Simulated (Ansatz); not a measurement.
SnO: strain and displacement

```yaml
crystal:
  lattice:
    - [3.80200, 0.00000, 0.00000]
    - [0.00000, 3.80200, 0.00000]
    - [0.00000, 0.00000, 4.83600]
  atoms:
    - { symbol: Sn, position: [0.00000, 0.50000, 0.23850] }
    - { symbol: Sn, position: [0.50000, 0.00000, 0.76150] }
    - { symbol: O, position: [0.00000, 0.00000, 0.00000] }
    - { symbol: O, position: [0.50000, 0.50000, 0.00000] }
```

Atom numbers follow the list: Sn1, Sn2, O3, O4.

The geometry is COD entry 9008956, unchecked; take it as a test cell.

Spin–orbit coupling is left out, though it moves levels of the heavy atoms by tenths of an eV or more.

These are results of DFT, LDA, all-electron LAPW, scalar-relativistic in Ansatz 0.2.0, not measurements.

Settings: a Γ-centred 6×6×5 k mesh, Fermi–Dirac smearing of 0.02 eV, basis error target 0.5 meV/atom, no spin polarisation.

The unchanged cell is at -2.85 GPa.

x, y and z are the Cartesian axes of the cell as listed; fractional coordinates follow a strain, and an engineering shear is twice the off-diagonal strain component.

(1) With this change (equal xy, yz and zx engineering shear strains of -2 %), what becomes of the energy and stress and forces?

(2) With this change (equal xy, yz and zx engineering shear strains of -1 %), what becomes of the energy and stress and forces?

(3) With this change (equal xy, yz and zx engineering shear strains of +1 %), what becomes of the energy and stress and forces?

(4) With this change (equal xy, yz and zx engineering shear strains of +2 %), what becomes of the energy and stress and forces?

Answers

(1) Energy change +4 meV/atom; stress change (xx, yy, zz, yz, xz, xy) 0.12, 0.12, 0.10, 1.04, 1.04, 1.70 GPa, compression positive; change of the force on Sn1 (0.109, 0.109, 0.015) eV/Å.

(2) Energy change under 1 meV/atom; stress change (xx, yy, zz, yz, xz, xy) 0.03, 0.03, 0.02, 0.51, 0.51, 0.85 GPa, compression positive; change of the force on Sn1 (0.054, 0.054, 0.004) eV/Å.

(3) Energy change under 1 meV/atom; stress change (xx, yy, zz, yz, xz, xy) 0.03, 0.03, 0.02, -0.50, -0.50, -0.83 GPa, compression positive; change of the force on Sn1 (-0.053, -0.053, 0.004) eV/Å.

(4) Energy change +4 meV/atom; stress change (xx, yy, zz, yz, xz, xy) 0.12, 0.12, 0.10, -0.99, -0.99, -1.65 GPa, compression positive; change of the force on Sn1 (-0.105, -0.105, 0.014) eV/Å.
